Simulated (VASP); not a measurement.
# BN (P6_3mc) in VASP: a series of runs

Runs on BN. Level: r2SCAN. Tasks: single point.

Program: VASP 6.6.1. These are calculated values, not measurements. Logs are shortened: lines on timing, memory, paths and dates and some standing lists are left out, and cuts for length are marked.

## 1. Starting point

Symmetry: P6_3mc, No. 186, hexagonal system. Conventional cell: a = 2.554 Å, b = 2.554 Å, c = 4.227 Å, α = 90.00°, β = 90.00°, γ = 120.00°. N (site symmetry 3m) has 4 B at 1.57 to 1.58 Å as nearest neighbours. B (site symmetry 3m) is surrounded by 4 N at 1.57 to 1.58 Å.

Measurements of this composition are mostly on another form, of space group No. 194.

## 2. Single point, r2SCAN

Input file INCAR:

```
  ADDGRID = F
  ALGO = Normal
  EDIFF = 1E-6
  ENCUT = 350
  ISIF = 2
  ISMEAR = 0
  LASPH = T
  LCHARG = F
  LMIXTAU = T
  LREAL = F
  LWAVE = F
  METAGGA = R2SCAN
  NBANDS = 16
  NELM = 100
  PREC = Accurate
  SIGMA = 0.05
```

Input file KPOINTS:

```
k-points
0
Gamma
  10 10 6
```

Input file POSCAR:

```
BN
1.0
    2.5539396017      0.0000000000      0.0000000000
   -1.2769698009      2.2117765748      0.0000000000
    0.0000000000      0.0000000000      4.2268550000
N B
2 2
Direct
    0.3333333333      0.6666666667      0.1252760000
    0.6666666667      0.3333333333      0.6252760000
    0.3333333333      0.6666666667      0.4997240000
    0.6666666667      0.3333333333      0.9997240000
```

Potentials or basis: VASP PAW PBE potentials, release 64 (N_s, B_s).

The run is started by

```
cat potpaw_PBE.64/N_s/POTCAR potpaw_PBE.64/B_s/POTCAR > POTCAR
mpirun -np 1 vasp_std > vasp.out
```

OUTCAR:

```text
EDIFF = 1E-6
   ENCUT = 350
   ISIF = 2
   ISMEAR = 0
   LASPH = T
   LREAL = F
   METAGGA = R2SCAN
   NELM = 100
   PREC = Accurate

 Found     56 irreducible k-points:

 Following reciprocal coordinates:
            Coordinates               Weight
  0.000000  0.000000  0.000000      1.000000
  0.100000  0.000000  0.000000      6.000000
  0.200000  0.000000  0.000000      6.000000
  0.300000  0.000000  0.000000      6.000000
  0.400000  0.000000  0.000000      6.000000
  0.500000  0.000000  0.000000      3.000000
   k-points           NKPTS =     56   k-points in BZ     NKDIM =     56   number of bands    NBANDS=     16
   number of dos      NEDOS =    301   number of ions     NIONS =      4
   total plane-waves  NPLWV =   7168
   dimension x,y,z NGX =    16 NGY =   16 NGZ =   28
   dimension x,y,z NGXF=    32 NGYF=   32 NGZF=   56
   ions per type =               2   2
   NGX,Y,Z   is equivalent  to a cutoff of  10.42, 10.42, 11.01 a.u.
   NGXF,Y,Z  is equivalent  to a cutoff of  20.83, 20.83, 22.03 a.u.
 SYSTEM =  unknown system
   PREC   = accura    normal or accurate (medium, high low for compatibility)
   ISTART =      0    job   : 0-new  1-cont  2-samecut
   ICHARG =      2    charge: 1-file 2-atom 10-const
   ISPIN  =      1    spin polarized calculation?
   LNONCOLLINEAR =      F non collinear calculations
   LSORBIT =      F    spin-orbit coupling
   LASPH  =      T    aspherical Exc in radial PAW
   ENCUT  =  350.0 eV  25.72 Ry    5.07 a.u.   3.90  3.90  6.45*2*pi/ulx,y,z
   NELM   =    100;   NELMIN=  2; NELMDL= -5     # of ELM steps
   EDIFF  = 0.1E-05   stopping-criterion for ELM
   LREAL  =      F    real-space projection
   EDIFFG = 0.1E-04   stopping-criterion for IOM
   NSW    =      0    number of steps for IOM
   IBRION =     -1    ionic relax: 0-MD 1-quasi-New 2-CG
   NFREE  =      0    steps in history (QN), initial steepest desc. (CG)
   ISIF   =      2    stress and relaxation
   ISYM   =      2    0-nonsym 1-usesym 2-fastsym
   POTIM  = 0.5000    time-step for ionic-motion
   TEBEG  =    0.0;   TEEND  =   0.0 temperature during run
   PSTRESS=    0.0 pullay stress
   NELECT =      16.0000    total number of electrons
   NUPDOWN=      -1.0000    fix difference up-down
   EMIN   =  10.00;   EMAX   =-10.00  energy-range for DOS
   EFERMI =   0.00;   METHOD = LEGACY
   ISMEAR =     0;   SIGMA  =   0.05  broadening in eV -4-tet -1-fermi 0-gaus
   EFERMI_NEDOS =   21; number of points for ismear=-14 and -15
   IALGO  =     38    algorithm
   IMIX   =      4    mixing-type and parameters
     AMIX     =   0.40;   BMIX     =  1.00
     AMIX_MAG =   1.60;   BMIX_MAG =  1.00
  volume/ion in A,a.u.               =       5.97        40.28
  Fermi-wavevector in a.u.,A,eV,Ry     =   1.432600  2.707222 27.923836  2.052344
  Thomas-Fermi vector in A             =   2.552210
   LORBIT       =      0    0 simple, 1 ext, 2 COOP (PROOUT), +10 PAW based schemes
   METAGGA = R2SCAN    functional components
   LHFCALC =     F    Hartree Fock is set to
   AEXX    =    0.0000 exact exchange contribution
   IVDW    =     0    specifies the selected vdW correction
   LEPSILON=     F    determine dielectric tensor
   LRPA    =     F    only Hartree local field effects (RPA)
 non-spin polarized calculation
 Gauss-broadening in eV      SIGMA  =   0.05
  energy-cutoff  :      350.00
  volume of cell :       23.88
 maximum number of plane-waves:       368
 NGX is ok and might be reduce to    16
   NGX =  7   NGY =  7   NGZ = 13

 number of electron      15.9999998 magnetization

 Free energy of the ion-electron system (eV)
  ---------------------------------------------------
  ext. energy  EPLUGINS =         0.00000000
  ---------------------------------------------------
  free energy    TOTEN  =       -38.09966023 eV

  energy without entropy =      -38.09966023  energy(sigma->0) =      -38.09966023

 E-fermi :   9.4141     XC(G=0): -13.5762

 val. band max:        9.1302648101   @ k =   0.0000   0.0000   0.0000
 cond. band min:      15.0553781029   @ k =   0.3000   0.3000   0.0000
 fundamental gap:      5.9251132928
 Fermi energy:         9.4141439796

 k-point     1 :       0.0000    0.0000    0.0000
  band No.  band energies     occupation
      1     -12.2595      2.00000
      2      -8.0670      2.00000
      3      -2.1337      2.00000
      4       6.9369      2.00000
      5       6.9369      2.00000
      6       8.8520      2.00000
[... 8 lines left out ...]
     15      21.8022      0.00000
     16      26.3687      0.00000

 k-point     2 :       0.1000    0.0000    0.0000
  band No.  band energies     occupation
      1     -12.0356      2.00000
      2      -7.8964      2.00000
      3      -1.9111      2.00000
      4       5.9237      2.00000
      5       6.5293      2.00000
      6       8.2817      2.00000
[... 8 lines left out ...]
     15      22.4637      0.00000
     16      25.9942      0.00000

 k-point     3 :       0.2000    0.0000    0.0000
  band No.  band energies     occupation
      1     -11.3759      2.00000
      2      -7.4230      2.00000
      3      -1.2574      2.00000
      4       3.6667      2.00000
      5       5.6477      2.00000
      6       6.3166      2.00000
[... 8 lines left out ...]
     15      24.0976      0.00000
     16      25.1812      0.00000

 k-point     4 :       0.3000    0.0000    0.0000
  band No.  band energies     occupation
      1     -10.3256      2.00000
      2      -6.8066      2.00000
      3      -0.2256      2.00000
      4       1.2829      2.00000
      5       4.0578      2.00000
      6       4.7782      2.00000
[... 8 lines left out ...]
     15      25.9470      0.00000
     16      26.0170      0.00000

 k-point     5 :       0.4000    0.0000    0.0000
  band No.  band energies     occupation
      1      -9.0221      2.00000
      2      -6.4956      2.00000
      3      -0.3484      2.00000
      4       0.9955      2.00000
      5       2.1047      2.00000
      6       4.1833      2.00000
[... 8 lines left out ...]
     15      26.2054      0.00000
     16      27.5358      0.00000

 k-point     6 :       0.5000    0.0000    0.0000
  band No.  band energies     occupation
      1      -8.1165      2.00000
      2      -6.7605      2.00000
      3      -0.7295      2.00000
      4       0.9991      2.00000
      5       1.9527      2.00000
      6       3.9749      2.00000
[... 8 lines left out ...]
     15      26.6544      0.00000
     16      28.1089      0.00000

 [... further k-points ...]
[... 5 lines left out ...]
  --------------------------------------------------------------------------------------
  -------------------------------------------------------------------------------------
  Total       -0.4717771     -0.4717771     -0.5608995      0.0000000     -0.0000000      0.0000000
  in kB      -31.6576191    -31.6576191    -37.6379879      0.0000000     -0.0000000      0.0000000
  external PRESSURE =     -33.6510753 kB  Pullay stress =       0.0000000 kB

 VOLUME and BASIS-vectors are now :
 -----------------------------------------------------------------------------
  energy-cutoff  :      350.00
  volume of cell :       23.88
      direct lattice vectors                 reciprocal lattice vectors
     2.553939602  0.000000000  0.000000000     0.391551938  0.226062617  0.000000000
    -1.276969801  2.211776575  0.000000000     0.000000000  0.452125233  0.000000000
     0.000000000  0.000000000  4.226855000     0.000000000  0.000000000  0.236582518

 POSITION                                       TOTAL-FORCE (eV/Angst)
 -----------------------------------------------------------------------------------
     -0.00000      1.47452      0.52952        -0.000000     -0.000000     -0.018776
      1.27697      0.73726      2.64295         0.000000      0.000000     -0.018776
     -0.00000      1.47452      2.11226        -0.000000     -0.000000      0.018776
      1.27697      0.73726      4.22569         0.000000      0.000000      0.018776
 -----------------------------------------------------------------------------------
    total drift:                               -0.000000     -0.000001     -0.000699

  FREE ENERGIE OF THE ION-ELECTRON SYSTEM (eV)
  ---------------------------------------------------
  free  energy   TOTEN  =       -38.0996602263 eV

  energy  without entropy=      -38.0996602263  energy(sigma->0) =      -38.09966023
```

stdout:

```text
POSCAR found type information on POSCAR N B
 POSCAR found :  2 types and       4 ions
 scaLAPACK will be used
 -----------------------------------------------------------------------------
|                                                                             |
|                                                                             |
|     You enforced a specific xc type in the INCAR file but a different       |
|     I HOPE YOU KNOW WHAT YOU ARE DOING!                                     |
|                                                                             |
 -----------------------------------------------------------------------------

 LDA part: xc-table for (None), standard interpolation
 POSCAR, INCAR and KPOINTS ok, starting setup
 FFT: planning ... GRIDC
 FFT: planning ... GRID_SOFT
 FFT: planning ... GRID
 WAVECAR not read
 entering main loop
```

Run time: 43 s. Hardware: 1 thread of Intel Xeon Platinum 8488C (Sapphire Rapids), shared host; peak memory 0.12 GiB.

These settings aren't checked as converged: the numbers below hold their error.

Results:

```
Free energy            : -38.0997 eV
Pressure               : -3.4 GPa
Largest force          : 0.019 eV/Å
Band gap on the k mesh : 5.93 eV, indirect (least direct gap 8.90 eV)
```

Caveat: the PAW data sets were made with another functional, which shifts forces and pressure a little.

## 3. Single point, r2SCAN

INCAR, as its differences from that of step 2:

```diff
@@ -3,3 +3,3 @@
   EDIFF = 1E-6
-  ENCUT = 350
+  ENCUT = 500
   ISIF = 2
```

Input file KPOINTS:

```
k-points
0
Gamma
  9 9 5
```

POSCAR is that of step 2.

Potentials or basis: VASP PAW PBE potentials, release 64 (N_s, B_s).

The run is started by

```
cat potpaw_PBE.64/N_s/POTCAR potpaw_PBE.64/B_s/POTCAR > POTCAR
mpirun -np 1 vasp_std > vasp.out
```

Run time: 50 s. Hardware: 1 thread of Intel Xeon Platinum 8488C (Sapphire Rapids), shared host; peak memory 0.14 GiB.

These settings aren't checked as converged: the numbers below hold their error.

Results:

- Free energy: -38.1500 eV
- Pressure: -3.7 GPa
- Largest force: 0.020 eV/Å
- Band gap on the k mesh: 5.73 eV, indirect (least direct gap 8.91 eV)

Caveat: the PAW data sets were made with another functional, which shifts forces and pressure a little; an odd mesh through Γ misses points on the zone boundary, where band edges often lie.

## 4. For comparison

An earlier run on the cell as given: functional PBEsol; potentials or basis VASP PAW PBE potentials, release 64 (N, B); cutoff 520 eV; k mesh 12 × 12 × 6; occupations fermi-dirac, width 0.05 eV; no spin polarisation.

- Pressure: -5.4 GPa
- Largest force: 0.010 eV/Å
- Band gap on the k mesh: 4.97 eV, indirect (least direct gap 8.15 eV)
